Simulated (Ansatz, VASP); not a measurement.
**Re in VASP and in Ansatz**

```
CELL_PARAMETERS angstrom
2.76639 0.00000 0.00000
-1.38319 2.39576 0.00000
0.00000 0.00000 8.93885
ATOMIC_POSITIONS crystal
Re 0.00000 0.00000 0.00000
Re 0.33333 0.66667 0.25000
Re 0.03253 0.00000 0.50000
Re 0.66667 0.33333 0.75000
```

Change from the starting cell: one atom moved.

Alike in both runs: task single point; functional PBEsol; k mesh 15 × 15 × 4; occupations gaussian, width 0.1 eV; no spin polarisation.

|  | VASP | Ansatz |
| --- | --- | --- |
| version | VASP 6.6.1 | Ansatz 0.2.0 |
| potentials or method | VASP PAW PBE potentials, release 64 (Re) | scalar-relativistic, plane waves, PAW |
| plane-wave cutoff (eV) | 520 | 420 |
| valence electrons in the cell | 28 | 60 |

```tsv
	VASP	Ansatz	Ansatz less VASP
gap on the k mesh at the Fermi level (eV)	none	none	-
pressure (GPa)	-6.7	-6.5	+0.15
largest component of the traceless stress (GPa)	0.65	0.61	-0.040
rms of the force components (eV/Å)	0.148	0.151	+0.0027
```

Atom by atom the forces differ by 0.003 eV/Å (rms over components). A gap of «none» marks a metal or a gap that the smearing closes. The two sets of potentials don't hold the same shells in valence.

Caveats: the PAW data sets were made with another functional, which shifts forces and pressure a little (VASP). Spin-orbit coupling is left out, which matters for the levels of Re.
